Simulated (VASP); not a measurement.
# SiSe (P-6m2) in VASP: notebook

Runs on SiSe. Level: PBE0(alpha). Tasks: single point.

Everything below comes from runs of VASP 6.6.1. Logs are shortened: lines on timing, memory, paths and dates and some standing lists are left out, and cuts for length are marked.

### 1 Starting point

Symmetry: P-6m2, No. 187, hexagonal system. The conventional cell has a = 3.595 Å, b = 3.595 Å, c = 3.599 Å, α = 90.00°, β = 90.00°, γ = 120.00°. Si (site symmetry -6m2) has 6 Se at 2.75 Å as nearest neighbours. Se (site symmetry -6m2) has 6 Si at 2.75 Å as nearest neighbours.

The cell was built by a generator and needn't be a form met in nature.

### 2 Single point, PBE0(alpha)

File POSCAR:

```
SiSe
1.0
    3.5952000000      0.0000000000      0.0000000000
   -1.7976000000      3.1135300000      0.0000000000
    0.0000000000      0.0000000000      3.5987300000
Si Se
1 1
Direct
    0.6666700000      0.3333300000      0.5000000000
    0.0000000000      0.0000000000      0.0000000000
```

File INCAR.step1:

```
SYSTEM = SiSe
  ALGO = Normal
  EDIFF = 1E-5
  ENCUT = 520
  GGA = PE
  ISIF = 2
  ISMEAR = -1
  LASPH = .TRUE.
  LREAL = .FALSE.
  LWAVE = .TRUE.
  NELM = 80
  PREC = Accurate
  SIGMA = 0.05
```

File INCAR.step2:

```
SYSTEM = SiSe
  AEXX = 0.15
  ALGO = Normal
  EDIFF = 1E-7
  ENCUT = 520
  GGA = PE
  HFRCUT = -1
  ISIF = 2
  ISMEAR = -1
  ISTART = 1
  LASPH = .TRUE.
  LCHARG = .FALSE.
  LHFCALC = .TRUE.
  LREAL = .FALSE.
  LWAVE = .FALSE.
  NELM = 80
  PREC = Accurate
  PRECFOCK = Fast
  SIGMA = 0.05
```

File KPOINTS:

```
k-points
0
G
  5 5 4
  0 0 0
```

Potentials or basis: VASP PAW PBE potentials, release 64 (Si, Se).

Command:

```
cat potpaw_PBE.64/Si/POTCAR potpaw_PBE.64/Se/POTCAR > POTCAR
cp INCAR.step1 INCAR
mpirun -np 1 vasp_std > vasp.out
cp INCAR.step2 INCAR
mpirun -np 1 vasp_std > vasp.out
```

OUTCAR:

```text
SYSTEM = SiSe
   AEXX = 0.15
   EDIFF = 1E-7
   ENCUT = 520
   GGA = PE
   ISIF = 2
   ISMEAR = -1
   ISTART = 1
   LASPH = .TRUE.
   LHFCALC = .TRUE.
   LREAL = .FALSE.
   NELM = 80
   PREC = Accurate
   PRECFOCK = Fast

 ion  position               nearest neighbor table
   1  0.667  0.333  0.500-   2 2.75   2 2.75   2 2.75   2 2.75   2 2.75   2 2.75
   2  0.000  0.000  0.000-   1 2.75   1 2.75   1 2.75   1 2.75   1 2.75   1 2.75

  LATTYP: Found a hexagonal cell.
 ALAT       =     3.5952000000
 C/A-ratio  =     1.0009818647

  Lattice vectors:

 A1 = (   3.5952000000,   0.0000000000,   0.0000000000)
 A2 = (  -1.7976000000,   3.1135300000,   0.0000000000)
 A3 = (   0.0000000000,   0.0000000000,   3.5987300000)

Analysis of symmetry for initial positions (statically):
=====================================================================
 Subroutine PRICEL returns:
 Original cell was already a primitive cell.

 Routine SETGRP: Setting up the symmetry group for a
 hexagonal supercell.

 Subroutine GETGRP returns: Found  4 space group operations
 (whereof  4 operations were pure point group operations)
 out of a pool of 24 trial point group operations.

The static configuration has the point symmetry C_2v.

Analysis of symmetry for dynamics (positions and initial velocities):
=====================================================================
 Subroutine PRICEL returns:
 Original cell was already a primitive cell.

 Routine SETGRP: Setting up the symmetry group for a
 hexagonal supercell.

 Subroutine GETGRP returns: Found  4 space group operations
 (whereof  4 operations were pure point group operations)
 out of a pool of 24 trial point group operations.

The dynamic configuration has the point symmetry C_2v.

 Subroutine INISYM returns: Found  4 space group operations
 (whereof  4 operations are pure point group operations),
 and found     1 'primitive' translations

----------------------------------------------------------------------------------------

                                     Primitive cell

  volume of cell :      40.2833

  direct lattice vectors                    reciprocal lattice vectors
     3.595200000  0.000000000  0.000000000     0.278148643  0.160589427  0.000000000
    -1.797600000  3.113530000  0.000000000     0.000000000  0.321178855  0.000000000
     0.000000000  0.000000000  3.598730000     0.000000000  0.000000000  0.277875806

  length of vectors
     3.595200000  3.595196075  3.598730000     0.321178504  0.321178855  0.277875806

  position of ions in fractional coordinates (direct lattice)
     0.666670000  0.333330000  0.500000000
     0.000000000  0.000000000  0.000000000

  ion indices of the primitive-cell ions
   primitive index   ion index
                 1           1
                 2           2

----------------------------------------------------------------------------------------

 KPOINTS: k-points

Automatic generation of k-mesh.
 Grid dimensions read from file:
 generate k-points for:    5    5    4

 Generating k-lattice:

  Cartesian coordinates                     Fractional coordinates (reciprocal lattice)
     0.055629729  0.032117885  0.000000000     0.200000000  0.000000000  0.000000000
     0.000000000  0.064235771  0.000000000     0.000000000  0.200000000  0.000000000
     0.000000000  0.000000000  0.069468952     0.000000000  0.000000000  0.250000000

  Length of vectors
     0.064235701  0.064235771  0.069468952

  Shift w.r.t. Gamma in fractional coordinates (k-lattice)
     0.000000000  0.000000000  0.000000000

 Subroutine IBZKPT returns following result:
 ===========================================

 Found     27 irreducible k-points:

 Following reciprocal coordinates:
            Coordinates               Weight
  0.000000  0.000000  0.000000      1.000000
  0.200000 -0.000000  0.000000      4.000000
 -0.200000  0.200000  0.000000      2.000000
  0.400000 -0.000000  0.000000      4.000000
 -0.400000  0.400000  0.000000      2.000000
  0.200000  0.200000  0.000000      2.000000
[... 16 lines left out ...]
 -0.400000  0.400000  0.500000      2.000000
  0.200000  0.200000  0.500000      2.000000
 [... further k-points ...]
   k-points           NKPTS =     27   k-points in BZ     NKDIM =    100   number of bands    NBANDS=      9
   number of dos      NEDOS =    301   number of ions     NIONS =      2
   total plane-waves  NPLWV =  21952
   dimension x,y,z NGX =    28 NGY =   28 NGZ =   28
   dimension x,y,z NGXF=    56 NGYF=   56 NGZF=   56
   ions per type =               1   1
   NGX,Y,Z   is equivalent  to a cutoff of  12.95, 12.95, 12.93 a.u.
   NGXF,Y,Z  is equivalent  to a cutoff of  25.90, 25.90, 25.87 a.u.
 SYSTEM =  SiSe
   PREC   = accura    normal or accurate (medium, high low for compatibility)
   ISTART =      1    job   : 0-new  1-cont  2-samecut
   ICHARG =      0    charge: 1-file 2-atom 10-const
   ISPIN  =      1    spin polarized calculation?
   LNONCOLLINEAR =      F non collinear calculations
   LSORBIT =      F    spin-orbit coupling
   LASPH  =      T    aspherical Exc in radial PAW
   ENCUT  =  520.0 eV  38.22 Ry    6.18 a.u.   6.68  6.68  6.69*2*pi/ulx,y,z
   NELM   =     80;   NELMIN=  2; NELMDL=  0     # of ELM steps
   EDIFF  = 0.1E-06   stopping-criterion for ELM
   LREAL  =      F    real-space projection
   EDIFFG = 0.1E-05   stopping-criterion for IOM
   NSW    =      0    number of steps for IOM
   IBRION =     -1    ionic relax: 0-MD 1-quasi-New 2-CG
   NFREE  =      0    steps in history (QN), initial steepest desc. (CG)
   ISIF   =      2    stress and relaxation
   ISYM   =      3    0-nonsym 1-usesym 2-fastsym
   POTIM  = 0.5000    time-step for ionic-motion
   TEBEG  =    0.0;   TEEND  =   0.0 temperature during run
   PSTRESS=    0.0 pullay stress
   NELECT =      10.0000    total number of electrons
   NUPDOWN=      -1.0000    fix difference up-down
   EMIN   =  10.00;   EMAX   =-10.00  energy-range for DOS
   EFERMI =   0.00;   METHOD = LEGACY
   ISMEAR =    -1;   SIGMA  =   0.05  broadening in eV -4-tet -1-fermi 0-gaus
   EFERMI_NEDOS =   21; number of points for ismear=-14 and -15
   IALGO  =     38    algorithm
   IMIX   =      1    mixing-type and parameters
     AMIX     =   0.40;   BMIX     =  1.00
     AMIX_MAG =   1.60;   BMIX_MAG =  1.00
  volume/ion in A,a.u.               =      20.14       135.92
  Fermi-wavevector in a.u.,A,eV,Ry     =   1.028884  1.944309 14.403156  1.058602
  Thomas-Fermi vector in A             =   2.162903
   LORBIT       =      0    0 simple, 1 ext, 2 COOP (PROOUT), +10 PAW based schemes
   GGA     = PE    functional components
   LHFCALC =     T    Hartree Fock is set to
   PRECFOCK=fast      Normal, Fast or Accurate (Low or Medium for compatibility)
   ENCUT4O =  -1.0   cutoff for four orbital integrals eV
   NKREDX  =     1    reduce k-point grid by
   NKREDY  =     1    reduce k-point grid by
   NKREDZ  =     1    reduce k-point grid by
   AEXX    =    0.1500 exact exchange contribution
   HFSCREEN=    0.0000 screening length (either q_TF or 0.3 A-1)
   HFSCREENC=   0.0000 screening length for correlation (either q_TF or 0.3 A-1)
   ENCUTFOCK=  -1.0 apply spherical cutoff to Coloumb kernel
   IVDW    =     0    specifies the selected vdW correction
   LEPSILON=     F    determine dielectric tensor
   LRPA    =     F    only Hartree local field effects (RPA)
 non-spin polarized calculation
  energy-cutoff  :      520.00
  volume of cell :       40.28
 maximum number of plane-waves:      1097
  NGX = 16; NGY = 16; NGZ = 16

 number of electron      10.0000000 magnetization

 Free energy of the ion-electron system (eV)
  ---------------------------------------------------
  ext. energy  EPLUGINS =         0.00000000
  ---------------------------------------------------
  free energy    TOTEN  =       -10.03527126 eV

  energy without entropy =      -10.03157813  energy(sigma->0) =      -10.03342469

 E-fermi :   6.3725     XC(G=0):  -8.8337

 val. band max:        6.1057468142   @ k =   0.4000   0.4000   0.0000
 cond. band min:       6.4907988869   @ k =  -0.2000   0.2000   0.2500
 fundamental gap:      0.3850520727
 Fermi energy:         6.3724608369

 k-point     1 :       0.0000    0.0000    0.0000
  band No.  band energies     occupation
      1     -10.4944      2.00000
      2       0.7757      2.00000
      3       1.7902      2.00000
      4       3.7985      2.00000
      5       3.7986      2.00000
      6       9.4852      0.00000
      7       9.4853      0.00000
      8      10.0570      0.00000
      9      13.5964      0.00000

 k-point     2 :       0.2000   -0.0000    0.0000
  band No.  band energies     occupation
      1     -10.0639      2.00000
      2      -0.7660      2.00000
      3       2.2940      2.00000
      4       3.0593      2.00000
      5       3.7626      2.00000
      6       8.3500      0.00000
      7      10.7613      0.00000
      8      11.6059      0.00000
      9      12.1492      0.00000

 k-point     3 :      -0.2000    0.2000    0.0000
  band No.  band energies     occupation
      1     -10.0639      2.00000
      2      -0.7660      2.00000
      3       2.2940      2.00000
      4       3.0593      2.00000
      5       3.7626      2.00000
      6       8.3501      0.00000
      7      10.7612      0.00000
      8      11.6058      0.00000
      9      12.1493      0.00000

 k-point     4 :       0.4000   -0.0000    0.0000
  band No.  band energies     occupation
      1      -9.0799      2.00000
      2      -3.2179      2.00000
      3       2.2128      2.00000
      4       3.4225      2.00000
      5       3.9610      2.00000
      6       8.1493      0.00000
      7       8.9324      0.00000
      8      10.8575      0.00000
      9      12.1006      0.00000

 k-point     5 :      -0.4000    0.4000    0.0000
  band No.  band energies     occupation
      1      -9.0799      2.00000
      2      -3.2180      2.00000
      3       2.2128      2.00000
      4       3.4225      2.00000
      5       3.9611      2.00000
      6       8.1493      0.00000
      7       8.9323      0.00000
      8      10.8575      0.00000
      9      12.1006      0.00000

 k-point     6 :       0.2000    0.2000    0.0000
  band No.  band energies     occupation
      1      -9.3228      2.00000
      2      -2.4636      2.00000
      3       1.1159      2.00000
      4       3.1221      2.00000
      5       4.9485      2.00000
      6       8.7757      0.00000
      7       9.6107      0.00000
      8      10.7704      0.00000
      9      12.9172      0.00000
[... 169 lines left out ...]
 k-point    21 :      -0.2000    0.2000    0.5000
  band No.  band energies     occupation
      1      -8.8852      2.00000
      2      -4.2427      2.00000
      3       2.2609      2.00000
      4       4.4268      2.00000
      5       4.7326      2.00000
      6       8.4095      0.00000
      7       9.6747      0.00000
      8      10.0910      0.00000
      9      13.9457      0.00000

 k-point    22 :       0.4000   -0.0000    0.5000
  band No.  band energies     occupation
      1      -8.1443      2.00000
      2      -2.6133      2.00000
      3      -0.3519      2.00000
      4       1.0093      2.00000
      5       3.7689      2.00000
      6       7.5136      0.00000
      7       9.2313      0.00000
      8       9.2565      0.00000
      9      16.9239      0.00000

 k-point    23 :      -0.4000    0.4000    0.5000
  band No.  band energies     occupation
      1      -8.1443      2.00000
      2      -2.6133      2.00000
      3      -0.3519      2.00000
      4       1.0092      2.00000
      5       3.7689      2.00000
      6       7.5136      0.00000
      7       9.2314      0.00000
      8       9.2566      0.00000
      9      16.9239      0.00000

 k-point    24 :       0.2000    0.2000    0.5000
  band No.  band energies     occupation
      1      -8.3179      2.00000
      2      -3.1103      2.00000
      3       0.4334      2.00000
      4       2.2147      2.00000
      5       3.0123      2.00000
      6       5.6489      2.00000
      7      11.0272      0.00000
      8      11.8218      0.00000
      9      14.4031      0.00000

 [... further k-points ...]
[... 5 lines left out ...]
  --------------------------------------------------------------------------------------
  -------------------------------------------------------------------------------------
  Total       -0.5571514     -0.5570993     -0.5981273      0.0000437      0.0000000      0.0000000
  in kB      -22.1594208    -22.1573483    -23.7891464      0.0017389      0.0000000      0.0000000
  external PRESSURE =     -22.7019718 kB  Pullay stress =       0.0000000 kB

 VOLUME and BASIS-vectors are now :
 -----------------------------------------------------------------------------
  energy-cutoff  :      520.00
  volume of cell :       40.28
      direct lattice vectors                 reciprocal lattice vectors
     3.595200000  0.000000000  0.000000000     0.278148643  0.160589427  0.000000000
    -1.797600000  3.113530000  0.000000000     0.000000000  0.321178855  0.000000000
     0.000000000  0.000000000  3.598730000     0.000000000  0.000000000  0.277875806

 POSITION                                       TOTAL-FORCE (eV/Angst)
 -----------------------------------------------------------------------------------
      1.79762      1.03783      1.79937        -0.000040      0.000023      0.000000
      0.00000      0.00000      0.00000         0.000040     -0.000023      0.000000
 -----------------------------------------------------------------------------------
    total drift:                                0.000005      0.000008     -0.000000

  FREE ENERGIE OF THE ION-ELECTRON SYSTEM (eV)
  ---------------------------------------------------
  free  energy   TOTEN  =       -10.0352712597 eV

  energy  without entropy=      -10.0315781264  energy(sigma->0) =      -10.03342469
```

It took 89 s on 1 thread of Intel Xeon 6975P-C (Granite Rapids), shared host; peak memory 0.16 GiB.

What came out:

```yaml
Free_energy: -10.0353 eV
Pressure: -2.3 GPa
Band_gap_on_the_k_mesh: none (metal or under the smearing width)
```

Caveat: the k mesh is coarse (spacing up to 0.44 Å⁻¹), so the values aren't converged, least of all with exact exchange; the PAW data sets were made with another functional, which shifts forces and pressure a little.

### 3 Single point, PBE0(alpha)

POSCAR is that of step 2.

INCAR.step1 is that of step 2.

INCAR.step2, as its differences from that of step 2:

```diff
@@ -1,3 +1,3 @@
 SYSTEM = SiSe
-  AEXX = 0.15
+  AEXX = 0.2
   ALGO = Normal
```

KPOINTS is that of step 2.

Potentials or basis: VASP PAW PBE potentials, release 64 (Si, Se).

Command:

```
cat potpaw_PBE.64/Si/POTCAR potpaw_PBE.64/Se/POTCAR > POTCAR
cp INCAR.step1 INCAR
mpirun -np 1 vasp_std > vasp.out
cp INCAR.step2 INCAR
mpirun -np 1 vasp_std > vasp.out
```

It took 2 min on 1 thread of Intel Xeon 6975P-C (Granite Rapids), shared host; peak memory 0.16 GiB.

It converged, with:

```yaml
Free_energy: -10.5527 eV
Pressure: -2.8 GPa
Band_gap_on_the_k_mesh: none (metal or under the smearing width)
```

Stress tensor (GPa, compression positive):
```
-2.69  0.00  0.00
 0.00 -2.69  0.00
 0.00  0.00 -3.02
```

Levels at points of the mesh, in eV from the Fermi level:
| k point | band 1 | band 2 | band 3 | band 4 | band 5 | band 6 | band 7 | band 8 | band 9 |
| --- | --- | --- | --- | --- | --- | --- | --- | --- | --- |
| (0.00, 0.00, 0.00) | -17.35 | -5.84 | -4.83 | -2.79 | -2.79 | 3.24 | 3.24 | 3.80 | 7.44 |
| (0.00, 0.00, 0.50) | -16.07 | -11.61 | -1.64 | -1.64 | 1.76 | 2.18 | 3.03 | 3.03 | 7.88 |

Caveat: the k mesh is coarse (spacing up to 0.44 Å⁻¹), so the values aren't converged, least of all with exact exchange; the PAW data sets were made with another functional, which shifts forces and pressure a little.

### 4 Single point, PBE0(alpha)

POSCAR is that of step 3.

INCAR.step1 is that of step 3.

INCAR.step2, as its differences from that of step 3:

```diff
@@ -1,3 +1,3 @@
 SYSTEM = SiSe
-  AEXX = 0.2
+  AEXX = 0.25
   ALGO = Normal
```

KPOINTS is that of step 3.

Command:

```
cat potpaw_PBE.64/Si/POTCAR potpaw_PBE.64/Se/POTCAR > POTCAR
cp INCAR.step1 INCAR
mpirun -np 1 vasp_std > vasp.out
cp INCAR.step2 INCAR
mpirun -np 1 vasp_std > vasp.out
```

Wall time 96 s (1 thread of Intel Xeon 6975P-C (Granite Rapids), shared host); peak memory 0.16 GiB.

The run converged. Its results:

| Quantity | Value |
| --- | --- |
| Free energy | -11.0737 eV |
| Pressure | -3.3 GPa |
| Band gap on the k mesh | none (metal or under the smearing width) |

Stress tensor (GPa, compression positive):
```
-3.16  0.00  0.00
 0.00 -3.16  0.00
 0.00  0.00 -3.68
```

Levels at points of the mesh, in eV from the Fermi level:
| k point | band 1 | band 2 | band 3 | band 4 | band 5 | band 6 | band 7 | band 8 | band 9 |
| --- | --- | --- | --- | --- | --- | --- | --- | --- | --- |
| (0.00, 0.00, 0.00) | -17.83 | -6.09 | -5.08 | -3.00 | -3.00 | 3.36 | 3.36 | 3.91 | 7.65 |
| (0.00, 0.00, 0.50) | -16.52 | -12.02 | -1.83 | -1.83 | 1.87 | 2.23 | 3.13 | 3.13 | 8.05 |

Caveat: the k mesh is coarse (spacing up to 0.44 Å⁻¹), so the values aren't converged, least of all with exact exchange; the PAW data sets were made with another functional, which shifts forces and pressure a little.

### 5 Single point, PBE0(alpha)

POSCAR is that of step 4.

INCAR.step1 is that of step 4.

INCAR.step2, as its differences from that of step 4:

```diff
@@ -1,3 +1,3 @@
 SYSTEM = SiSe
-  AEXX = 0.25
+  AEXX = 0.3
   ALGO = Normal
```

KPOINTS is that of step 4.

Command:

```
cat potpaw_PBE.64/Si/POTCAR potpaw_PBE.64/Se/POTCAR > POTCAR
cp INCAR.step1 INCAR
mpirun -np 1 vasp_std > vasp.out
cp INCAR.step2 INCAR
mpirun -np 1 vasp_std > vasp.out
```

Wall time 95 s (1 thread of Intel Xeon 6975P-C (Granite Rapids), shared host); peak memory 0.16 GiB.

The run converged. Its results:

* Free energy: -11.5981 eV
* Pressure: -3.9 GPa
* Band gap on the k mesh: none (metal or under the smearing width)

Stress tensor (GPa, compression positive):
```
-3.62  0.00  0.00
 0.00 -3.62  0.00
 0.00  0.00 -4.32
```

Levels at points of the mesh, in eV from the Fermi level:
```csv
k point,band 2,band 3,band 4,band 5,band 6,band 7,band 8,band 9
"(0.00, 0.00, 0.00)",-6.33,-5.33,-3.22,-3.22,3.49,3.49,4.03,7.86
"(0.00, 0.00, 0.50)",-12.42,-2.02,-2.02,1.98,2.28,3.24,3.24,8.22
```

Caveat: the k mesh is coarse (spacing up to 0.44 Å⁻¹), so the values aren't converged, least of all with exact exchange; the PAW data sets were made with another functional, which shifts forces and pressure a little.

### 6 The reference run

An earlier run on the cell as given: functional PBE; potentials or basis VASP PAW PBE potentials, release 64 (Si, Se); cutoff 520 eV; k mesh 9 × 9 × 7; occupations fermi-dirac, width 0.05 eV; no spin polarisation.

- Pressure: 0.4 GPa
- Band gap on the k mesh: none (metal or under the smearing width)

### 7 Overview

| level | k mesh | share of exact exchange | grid for exact exchange (PRECFOCK) | exchange at q = 0 | mesh quality | gap on the mesh (eV) | pressure (GPa) |
| --- | --- | --- | --- | --- | --- | --- | --- |
| PBE0(alpha) | 5 × 5 × 4 | 0.15 | Fast | truncated | coarse | none | -2.3 |
| PBE0(alpha) | 5 × 5 × 4 | 0.2 | Fast | truncated | coarse | none | -2.8 |
| PBE0(alpha) | 5 × 5 × 4 | 0.25 | Fast | truncated | coarse | none | -3.3 |
| PBE0(alpha) | 5 × 5 × 4 | 0.3 | Fast | truncated | coarse | none | -3.9 |
| PBE | 9 × 9 × 7 | - | - | - | not flagged | none | 0.4 |

Alike in all rows: task single point; potentials or basis VASP PAW PBE potentials, release 64 (Si, Se); no spin polarisation; cell as given; cutoff (eV) 520; smearing fermi-dirac 0.05 eV.

Caveats: some runs use coarse meshes; the PAW data sets were made with another functional, which shifts forces and pressure a little (some runs).

Total energies depend on the potentials used, so only differences within one code and one set of settings carry meaning.
